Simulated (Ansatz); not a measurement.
# Y: the cost of one run

Computed with Ansatz 0.2.0 (DFT PBE, scalar-relativistic, plane waves, PAW, unless a step's input says otherwise).

**1. The system as given**

Symmetry: R-3m, No. 166, trigonal system. The conventional cell has a = 3.413 Å, b = 3.413 Å, c = 46.405 Å, α = 90.00°, β = 90.00°, γ = 120.00°. Around Y (site symmetry 3m) lie 3 Y at 1.97 Å.

Structure file:

```cif
data_structure
_symmetry_space_group_name_H-M 'P 1'
_symmetry_Int_Tables_number 1
_cell_length_a 15.5932
_cell_length_b 15.5932
_cell_length_c 15.5932
_cell_angle_alpha 12.565
_cell_angle_beta 12.565
_cell_angle_gamma 12.565
_cell_volume 156.02
loop_
_atom_site_label
_atom_site_type_symbol
_atom_site_fract_x
_atom_site_fract_y
_atom_site_fract_z
_atom_site_occupancy
Y1 Y 0.05000 0.05000 0.05000 1
Y2 Y 0.95000 0.95000 0.95000 1
Y3 Y 0.28300 0.28300 0.28300 1
Y4 Y 0.71700 0.71700 0.71700 1
```

(A quick probe on a coarse mesh, which set the mesh and smearing, is not shown.)

**3. Rough relaxation on the coarse mesh**

The input, input.yaml:

```yaml
crystal:
  lattice:
    - [1.7063550999, 0.9851645762, 15.4681851326]
    - [-1.7063550999, 0.9851645762, 15.4681851326]
    - [0.0, -1.9703291525, 15.4681851326]
  atoms:
    - { symbol: "Y", position: [0.05, 0.05, 0.05] }
    - { symbol: "Y", position: [0.95, 0.95, 0.95] }
    - { symbol: "Y", position: [0.283, 0.283, 0.283] }
    - { symbol: "Y", position: [0.717, 0.717, 0.717] }
basis:
  ecutwfc: 420
kpoints:
  mp_grid: { grid: [6, 6, 6] }
hamiltonian:
  xc: pbe
scf:
  occupations: { method: gaussian, width: 0.1 }
  lower_state_search: "off"
output:
  forces: true
  stress: true
  eigenvalues: true
relax:
  adjacent_minimum: "off"
  f_tol: 0.04
  max_steps: 70
  cell: { stress_tol: 0.4 }
```

What time and memory should one allow on 1 thread of an x86-64 CPU, shared host?

About 1.8 min, with a peak of 0.51 GiB.
